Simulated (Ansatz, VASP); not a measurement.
**Cs: VASP beside Ansatz**

```
CELL_PARAMETERS angstrom
-2.98165 2.98165 2.98165
2.98165 -2.98165 2.98165
2.98165 2.98165 -2.98165
ATOMIC_POSITIONS crystal
Cs 0.00000 0.00000 0.00000
```

Change from the starting cell: volume scaled by 0.96, crystal datasets.

Alike in both runs: task electric field gradients; functional LDA; k mesh 9 × 9 × 9; occupations fermi-dirac, width 0.05 eV; no spin polarisation.

|  | VASP | Ansatz |
| --- | --- | --- |
| version | VASP 6.6.1 | Ansatz 0.2.0 |
| potentials or method | VASP PAW LDA potentials, release 64 (Cs_sv), cutoff 520 eV | all-electron PAW with datasets made for the crystal, scalar-relativistic |

|  | VASP | Ansatz | Ansatz less VASP |
| --- | --- | --- | --- |
| pressure (GPa) | -0.2 | -0.2 | +0.01 |
| Vzz of the field gradient on the site that differs most (V/Å²) | 0.0 | 0.0 | 0.00 |

Ansatz ran all-electron here, so the differences hold the error of VASP's frozen core and of both bases. Ansatz warned: «gradients_without_spin_orbit».

The runs have no spin-orbit coupling, so splittings on Cs are missing.
